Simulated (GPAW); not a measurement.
# CuO: relaxation of cell and atoms with PBEsol+D3(BJ)

CuO:

```xyz
4
Lattice="3.1755 0.0000 0.0000 0.0000 3.1755 0.0000 0.0000 0.0000 4.6495" Properties=species:S:1:pos:R:3 pbc="T T T"
Cu    0.0000    0.0000    0.0000
Cu    1.5877    1.5877    0.0000
O     1.5877    0.0000    1.2414
O     0.0000    1.5877    3.4081
```

The cell was built by a generator and needn't be a form met in nature.

```yaml
Program: GPAW 26.7.0
Task: relaxation of cell and atoms
Functional: PBEsol
Dispersion: D3(BJ)
Potentials_or_basis: PAW data sets generated in the run's folder for this functional
Cutoff: 800 eV
Basis: pw
k_mesh: 6 × 6 × 4
Occupations: fermi-dirac, width 0.05 eV
Spin: no spin polarisation
Maxiter: 150
Optimizer: LBFGS
Fmax: 0.02 eV/Å
Max_steps: 60
```

```
Relaxed volume                         : 11.08 Å³/atom
Relaxed cell                           : a = 3.840 Å, b = 3.840 Å, c = 3.005 Å, α = 90.00°, β = 90.00°, γ = 90.00°
Space group after relaxing (to 0.05 Å) : P4/nmm (No. 129)
Energy gained by relaxing              : 672.0 meV/atom
Ionic steps                            : 23
Pressure after relaxing                : 0.1 GPa
Largest force after relaxing           : 0.013 eV/Å
Band gap on the k mesh                 : none (metal or under the smearing width)
Dispersion energy per atom             : -0.214 eV
```

Forces in eV/Å, atoms in the order of the input:
```
Cu   0.000  0.000  0.000
Cu   0.000  0.000  0.000
O    0.000  0.000  0.013
O    0.000  0.000 -0.013
```

Stress tensor (GPa, compression positive):
```
0.12 0.00 0.00
0.00 0.12 0.00
0.00 0.00 0.02
```

The path:
```tsv
step	energy change (eV)	largest force (eV/Å)	pressure (GPa)	volume (Å³)
1	0.0000	1.0329	9.20	46.88
2	-0.1139	0.9342	8.73	47.22
3	-0.8578	0.5486	4.54	50.42
4	-1.3159	0.5294	-0.62	53.81
5	-1.5465	0.9522	-6.44	57.26
6	-1.7290	1.5869	-12.13	60.37
7	-1.7045	1.1243	-17.76	62.71
8	-1.9900	1.3019	-12.50	60.01
9	-2.2551	0.9786	-5.39	56.84
10	-2.4578	0.3859	0.51	54.21
11	-2.5565	0.1037	-0.98	53.42
12	-2.5929	0.0114	-1.97	52.52
13	-2.6281	0.0000	-2.38	50.74
14	-2.6626	0.0251	-3.39	48.39
15	-2.6629	0.2407	-3.47	45.80
16	-2.6767	0.0960	-1.35	46.40
17	-2.6766	0.1060	-0.74	46.05
18	-2.6767	0.1122	-0.41	45.80
19	-2.6772	0.1163	0.15	45.31
20	-2.6789	0.1041	0.83	44.63
21	-2.6817	0.0698	1.13	44.08
22	-2.6855	0.0298	0.66	44.04
23	-2.6878	0.0126	0.08	44.32
```

Final structure:
```yaml
crystal:
  lattice:
    - [3.83993, 0.00000, 0.00000]
    - [0.00000, 3.83993, 0.00000]
    - [0.00000, 0.00000, 3.00548]
  atoms:
    - { symbol: Cu, position: [0.00000, 0.00000, 0.00000] }
    - { symbol: Cu, position: [0.50000, 0.50000, 0.00000] }
    - { symbol: O, position: [0.50000, 0.00000, 0.94509] }
    - { symbol: O, position: [0.00000, 0.50000, 0.05491] }
```

Levels at points of the mesh, in eV from the Fermi level:
```tsv
k point	band 14	band 15	band 16	band 17	band 18	band 19	band 20	band 21	band 22	band 23
(0.00, 0.00, 0.00)	-1.93	-1.93	-1.79	-1.19	-1.11	1.91	4.77	11.67	11.67	13.24
(0.00, 0.00, 0.50)	-2.05	-1.78	-1.70	-1.48	-1.30	5.61	6.45	7.84	9.00	11.45
(0.50, 0.00, 0.00)	-1.48	-0.98	-0.98	-0.47	-0.47	5.67	5.67	11.77	11.77	12.45
(0.50, 0.00, 0.50)	-1.43	-1.14	-1.14	-0.18	-0.18	4.98	4.98	10.13	10.13	13.11
(0.50, 0.50, 0.00)	-1.68	-0.06	-0.06	1.73	1.73	6.96	6.96	7.63	7.63	13.82
(0.50, 0.50, 0.50)	-0.88	-0.51	-0.51	1.40	1.40	3.96	3.96	11.20	11.20	12.39
```

It took 17 min on 1 thread of Arm Neoverse V2, on a shared host, peak memory 0.46 GiB.

Caveat: with this Cu data set, volumes or pressures lay over 1.5 % or 2 GPa off other programs in two to four cells of ten; later steps reuse the first step's grids; the run has no spin polarisation, though such a crystal can be magnetic; semilocal functionals often make such compounds metallic where correlation or magnetic order opens a gap, which also shifts bond lengths; pairwise dispersion overbinds metals, which lowers pressure and volume. With open d or f shells a metallic result of PBEsol can be an artefact of self-interaction; +U or a hybrid may open a gap.
